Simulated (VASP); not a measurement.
# CsPbCl3 (Pm-3m) in VASP: further runs

The runs below take CsPbCl3 through band structure, with LDA, PBE, PBEsol, r2SCAN.

All numbers are computed with VASP 6.6.1; they aren't measurements. Logs are shortened: lines on timing, memory, paths and dates and some standing lists are left out, and cuts for length are marked.

## 1. The crystal as given

It takes space group Pm-3m (No. 221, cubic). Conventional cell: a = 5.605 Å, b = 5.605 Å, c = 5.605 Å, α = 90.00°, β = 90.00°, γ = 90.00°. Around Pb (site symmetry m-3m) lie 6 Cl at 2.80 Å. Cs (site symmetry m-3m) has 12 Cl at 3.96 Å as nearest neighbours. Cl (site symmetry 4/mmm) is surrounded by 2 Pb at 2.80 Å.

## 2. Band structure, LDA

POSCAR reads:

```
CsPbCl3
1.0
    5.6050000000      0.0000000000      0.0000000000
    0.0000000000      5.6050000000      0.0000000000
    0.0000000000      0.0000000000      5.6050000000
Pb Cs Cl
1 1 3
Direct
    0.5000000000      0.5000000000      0.5000000000
    0.0000000000      0.0000000000      0.0000000000
    0.5000000000      0.0000000000      0.5000000000
    0.0000000000      0.5000000000      0.5000000000
    0.5000000000      0.5000000000      0.0000000000
```

INCAR.step1 reads:

```
SYSTEM = CsPbCl3
PREC = Accurate
ENCUT = 520
EDIFF = 1E-7
ISMEAR = 0
SIGMA = 0.02
LREAL = .FALSE.
LASPH = .TRUE.
NELM = 60
ALGO = Fast
ISIF = 2
LWAVE = .FALSE.
LCHARG = .TRUE.
NBANDS = 30
KPAR = 2
```

KPOINTS.step1 reads:

```
regular mesh
0
G
  6 6 6
  0 0 0
```

INCAR.step2 reads:

```
SYSTEM = CsPbCl3
PREC = Accurate
ENCUT = 520
EDIFF = 1E-7
ISMEAR = 0
SIGMA = 0.05
LREAL = .FALSE.
LASPH = .TRUE.
NELM = 60
ALGO = Fast
ISIF = 2
LWAVE = .FALSE.
LCHARG = .FALSE.
NBANDS = 30
ICHARG = 11
KPAR = 2
```

KPOINTS.step2 reads:

```
path GXMGRX,MR
10
line-mode
reciprocal
 0.0000000000  0.0000000000  0.0000000000  G
 0.0000000000  0.5000000000  0.0000000000  X

 0.0000000000  0.5000000000  0.0000000000  X
 0.5000000000  0.5000000000  0.0000000000  M

 0.5000000000  0.5000000000  0.0000000000  M
 0.0000000000  0.0000000000  0.0000000000  G

 0.0000000000  0.0000000000  0.0000000000  G
 0.5000000000  0.5000000000  0.5000000000  R

 0.5000000000  0.5000000000  0.5000000000  R
 0.0000000000  0.5000000000  0.0000000000  X

 0.5000000000  0.5000000000  0.0000000000  M
 0.5000000000  0.5000000000  0.5000000000  R
```

Potentials or basis: VASP PAW LDA potentials, release 64 (Pb_d, Cs_sv, Cl).

Run with:

```sh
$ cat potpaw_LDA.64/Pb_d/POTCAR potpaw_LDA.64/Cs_sv/POTCAR potpaw_LDA.64/Cl/POTCAR > POTCAR
$ cp INCAR.step1 INCAR
$ cp KPOINTS.step1 KPOINTS
$ mpirun -np 2 vasp_std > vasp.out
$ cp INCAR.step2 INCAR
$ cp KPOINTS.step2 KPOINTS
$ mpirun -np 2 vasp_std > vasp.out
```

OUTCAR:

```text
SYSTEM = CsPbCl3
   PREC = Accurate
   ENCUT = 520
   EDIFF = 1E-7
   ISMEAR = 0
   LREAL = .FALSE.
   LASPH = .TRUE.
   NELM = 60
   ISIF = 2
   ICHARG = 11

 ion  position               nearest neighbor table
   1  0.500  0.500  0.500-   3 2.80   4 2.80   5 2.80   5 2.80   3 2.80   4 2.80
   2  0.000  0.000  0.000-
   3  0.500  0.000  0.500-   1 2.80   1 2.80
   4  0.000  0.500  0.500-   1 2.80   1 2.80
   5  0.500  0.500  0.000-   1 2.80   1 2.80

  LATTYP: Found a simple cubic cell.
 ALAT       =     5.6050000000

  Lattice vectors:

 A1 = (   5.6050000000,   0.0000000000,   0.0000000000)
 A2 = (   0.0000000000,   5.6050000000,   0.0000000000)
 A3 = (   0.0000000000,   0.0000000000,   5.6050000000)

Analysis of symmetry for initial positions (statically):
=====================================================================
 Subroutine PRICEL returns:
 Original cell was already a primitive cell.

 Routine SETGRP: Setting up the symmetry group for a
 simple cubic supercell.

 Subroutine GETGRP returns: Found 48 space group operations
 (whereof 48 operations were pure point group operations)
 out of a pool of 48 trial point group operations.

The static configuration has the point symmetry O_h .

Analysis of symmetry for dynamics (positions and initial velocities):
=====================================================================
 Subroutine PRICEL returns:
 Original cell was already a primitive cell.

 Routine SETGRP: Setting up the symmetry group for a
 simple cubic supercell.

 Subroutine GETGRP returns: Found 48 space group operations
 (whereof 48 operations were pure point group operations)
 out of a pool of 48 trial point group operations.

The dynamic configuration has the point symmetry O_h .

 Subroutine INISYM returns: Found 48 space group operations
 (whereof 48 operations are pure point group operations),
 and found     1 'primitive' translations

----------------------------------------------------------------------------------------

                                     Primitive cell

  volume of cell :     176.0868

  direct lattice vectors                    reciprocal lattice vectors
     5.605000000  0.000000000  0.000000000     0.178412132  0.000000000  0.000000000
     0.000000000  5.605000000  0.000000000     0.000000000  0.178412132  0.000000000
     0.000000000  0.000000000  5.605000000     0.000000000  0.000000000  0.178412132

[... 81 lines left out ...]
   EDIFFG = 0.1E-05   stopping-criterion for IOM
   NSW    =      0    number of steps for IOM
   IBRION =     -1    ionic relax: 0-MD 1-quasi-New 2-CG
   NFREE  =      0    steps in history (QN), initial steepest desc. (CG)
   ISIF   =      2    stress and relaxation
   ISYM   =      2    0-nonsym 1-usesym 2-fastsym
   POTIM  = 0.5000    time-step for ionic-motion
   TEBEG  =    0.0;   TEEND  =   0.0 temperature during run
   PSTRESS=    0.0 pullay stress
   NELECT =      44.0000    total number of electrons
   NUPDOWN=      -1.0000    fix difference up-down
   EMIN   =  10.00;   EMAX   =-10.00  energy-range for DOS
   EFERMI =   0.00;   METHOD = LEGACY
   ISMEAR =     0;   SIGMA  =   0.05  broadening in eV -4-tet -1-fermi 0-gaus
   EFERMI_NEDOS =   21; number of points for ismear=-14 and -15
   IALGO  =     68    algorithm
   IMIX   =      4    mixing-type and parameters
     AMIX     =   0.40;   BMIX     =  1.00
     AMIX_MAG =   1.60;   BMIX_MAG =  1.00
  volume/ion in A,a.u.               =      35.22       237.66
  Fermi-wavevector in a.u.,A,eV,Ry     =   1.031138  1.948568 14.466333  1.063245
  Thomas-Fermi vector in A             =   2.165271
   LORBIT       =      0    0 simple, 1 ext, 2 COOP (PROOUT), +10 PAW based schemes
   GGA     = CA    functional components
   LHFCALC =     F    Hartree Fock is set to
   AEXX    =    0.0000 exact exchange contribution
   IVDW    =     0    specifies the selected vdW correction
   LEPSILON=     F    determine dielectric tensor
   LRPA    =     F    only Hartree local field effects (RPA)
 non-spin polarized calculation
 RMM-DIIS sequential band-by-band and
 Gauss-broadening in eV      SIGMA  =   0.05
  energy-cutoff  :      520.00
  volume of cell :      176.09
 maximum number of plane-waves:      4780
 NGX is ok and might be reduce to    42

 number of electron      44.0000000 magnetization

 Free energy of the ion-electron system (eV)
  ---------------------------------------------------
  ext. energy  EPLUGINS =         0.00000000
  ---------------------------------------------------
  free energy    TOTEN  =       -18.85498777 eV

  energy without entropy =      -18.85498777  energy(sigma->0) =      -18.85498777

 E-fermi :   1.8096     XC(G=0):  -8.2815

 val. band max:        1.5740061431   @ k =   0.5000   0.5000   0.5000
 cond. band min:       3.2862068621   @ k =   0.5000   0.5000   0.5000
 fundamental gap:      1.7122007190
 Fermi energy:         1.8096315962

 k-point     1 :       0.0000    0.0000    0.0000
  band No.  band energies     occupation
      1     -19.7004      2.00000
      2     -15.2181      2.00000
      3     -15.2181      2.00000
      4     -14.9611      2.00000
      5     -14.9611      2.00000
      6     -14.9611      2.00000
[... 781 lines left out ...]
     29       7.3637      0.00000
     30       7.6068      0.00000

 [... further k-points ...]

------------------------ aborting loop because EDIFF is reached ----------------------------------------

  FORCE on cell =-STRESS in cart. coord.  units (eV):
  Direction    XX          YY          ZZ          XY          YZ          ZX
  --------------------------------------------------------------------------------------
  -------------------------------------------------------------------------------------
  Total        1.4657951      1.4657951      1.4657951     -0.0000000     -0.0000000     -0.0000000
  in kB       13.3369641     13.3369641     13.3369641     -0.0000000     -0.0000000     -0.0000000
  external PRESSURE =      13.3369641 kB  Pullay stress =       0.0000000 kB

 VOLUME and BASIS-vectors are now :
 -----------------------------------------------------------------------------
  energy-cutoff  :      520.00
  volume of cell :      176.09
      direct lattice vectors                 reciprocal lattice vectors
     5.605000000  0.000000000  0.000000000     0.178412132  0.000000000  0.000000000
     0.000000000  5.605000000  0.000000000     0.000000000  0.178412132  0.000000000
     0.000000000  0.000000000  5.605000000     0.000000000  0.000000000  0.178412132

 POSITION                                       TOTAL-FORCE (eV/Angst)
 -----------------------------------------------------------------------------------
      2.80250      2.80250      2.80250         0.000000      0.000000      0.000000
      0.00000      0.00000      0.00000         0.000000      0.000000      0.000000
      2.80250      0.00000      2.80250         0.000000      0.000000      0.000000
      0.00000      2.80250      2.80250         0.000000      0.000000      0.000000
      2.80250      2.80250      0.00000         0.000000      0.000000      0.000000
 -----------------------------------------------------------------------------------
    total drift:                               -0.000000     -0.000000     -0.000000

  FREE ENERGIE OF THE ION-ELECTRON SYSTEM (eV)
  ---------------------------------------------------
  free  energy   TOTEN  =       -18.8549877741 eV

  energy  without entropy=      -18.8549877741  energy(sigma->0) =      -18.85498777
```

OUTCAR.step1:

```text
SYSTEM = CsPbCl3
   PREC = Accurate
   ENCUT = 520
   EDIFF = 1E-7
   ISMEAR = 0
   LREAL = .FALSE.
   LASPH = .TRUE.
   NELM = 60
[... 886 lines left out ...]
      2.80250      0.00000      2.80250         0.000000      0.000000      0.000000
      0.00000      2.80250      2.80250         0.000000      0.000000      0.000000
      2.80250      2.80250      0.00000         0.000000      0.000000      0.000000
 -----------------------------------------------------------------------------------
    total drift:                                0.000000     -0.000000     -0.000000

  FREE ENERGIE OF THE ION-ELECTRON SYSTEM (eV)
  ---------------------------------------------------
  free  energy   TOTEN  =       -19.4020110151 eV

  energy  without entropy=      -19.4020110151  energy(sigma->0) =      -19.40201102
```

OSZICAR.step1:

```text
N       E                     dE             d eps       ncg     rms          rms(c)
DAV:   1     0.402280448630E+03    0.40228E+03   -0.19317E+04  1200   0.135E+03
DAV:   2     0.310310875002E+02   -0.37125E+03   -0.35329E+03  1368   0.316E+02
DAV:   3    -0.184085288129E+02   -0.49440E+02   -0.48672E+02  1562   0.122E+02
DAV:   4    -0.201538689004E+02   -0.17453E+01   -0.17401E+01  1522   0.282E+01
DAV:   5    -0.202133258310E+02   -0.59457E-01   -0.59440E-01  1572   0.487E+00    0.530E+00
RMM:   6    -0.194632130344E+02    0.75011E+00   -0.12073E+00  1449   0.450E+00    0.321E+00
RMM:   7    -0.194136700512E+02    0.49543E-01   -0.79293E-01  1632   0.336E+00    0.180E+00
RMM:   8    -0.194096785653E+02    0.39915E-02   -0.12678E-01  1645   0.248E+00    0.528E-01
RMM:   9    -0.194012892454E+02    0.83893E-02   -0.32341E-02  1690   0.108E+00    0.184E-01
RMM:  10    -0.194019682816E+02   -0.67904E-03   -0.90667E-03  1823   0.517E-01    0.132E-01
RMM:  11    -0.194020412515E+02   -0.72970E-04   -0.12437E-03  1779   0.185E-01    0.925E-02
RMM:  12    -0.194020080677E+02    0.33184E-04   -0.25221E-04  1686   0.797E-02    0.284E-02
RMM:  13    -0.194020141439E+02   -0.60762E-05   -0.11175E-04  1669   0.539E-02    0.206E-02
RMM:  14    -0.194020099255E+02    0.42184E-05   -0.19476E-05  1629   0.312E-02    0.743E-03
RMM:  15    -0.194020103864E+02   -0.46091E-06   -0.59012E-06  1795   0.135E-02    0.713E-03
RMM:  16    -0.194020106120E+02   -0.22555E-06   -0.37846E-06  1482   0.846E-03    0.433E-03
RMM:  17    -0.194020109171E+02   -0.30516E-06   -0.13127E-06  1600   0.582E-03    0.520E-03
RMM:  18    -0.194020110151E+02   -0.97946E-07   -0.23787E-07  1133   0.298E-03
   1 F= -.19402011E+02 E0= -.19402011E+02  d E =-.474828E-13
```

Run time: 96 s. Hardware: 2 MPI ranks of Intel Xeon 6975P-C (Granite Rapids), shared host; peak memory 0.38 GiB.

What came out:

```
Band gap on the k mesh  : 1.71 eV, direct
Band gap along the path : 1.71 eV, direct
```

Levels at the corners of the path, in eV from the valence-band top:
```tsv
point	band 18	band 19	band 20	band 21	band 22	band 23	band 24	band 25	band 26	band 27
Γ	-2.62	-2.62	-2.51	-2.51	-2.51	2.96	4.01	4.01	4.97	4.97
X	-2.73	-2.73	-2.63	-2.63	-1.69	2.85	4.38	4.96	5.15	5.15
X	-2.73	-2.73	-2.63	-2.63	-1.69	2.85	4.38	4.96	5.15	5.15
M	-2.83	-2.83	-2.75	-2.19	-0.82	2.33	2.33	4.75	5.16	5.48
M	-2.83	-2.83	-2.75	-2.19	-0.82	2.33	2.33	4.75	5.16	5.48
Γ	-2.62	-2.62	-2.51	-2.51	-2.51	2.96	4.01	4.01	4.97	4.97
Γ	-2.62	-2.62	-2.51	-2.51	-2.51	2.96	4.01	4.01	4.97	4.97
R	-2.74	-2.18	-2.18	-2.18	0.00	1.71	1.71	1.71	4.77	5.38
R	-2.74	-2.18	-2.18	-2.18	0.00	1.71	1.71	1.71	4.77	5.38
X	-2.73	-2.73	-2.63	-2.63	-1.69	2.85	4.38	4.96	5.15	5.15
M	-2.83	-2.83	-2.75	-2.19	-0.82	2.33	2.33	4.75	5.16	5.48
R	-2.74	-2.18	-2.18	-2.18	0.00	1.71	1.71	1.71	4.77	5.38
```

Caveat: the log is that of the step along the path at fixed density, whose energy, stress, charges and moments have no meaning; spin-orbit coupling is left out, which as a rule narrows the gap of such compounds by several tenths of an eV. As with any semilocal functional, this LDA gap is likely too small.

[end of part 1 of 2]
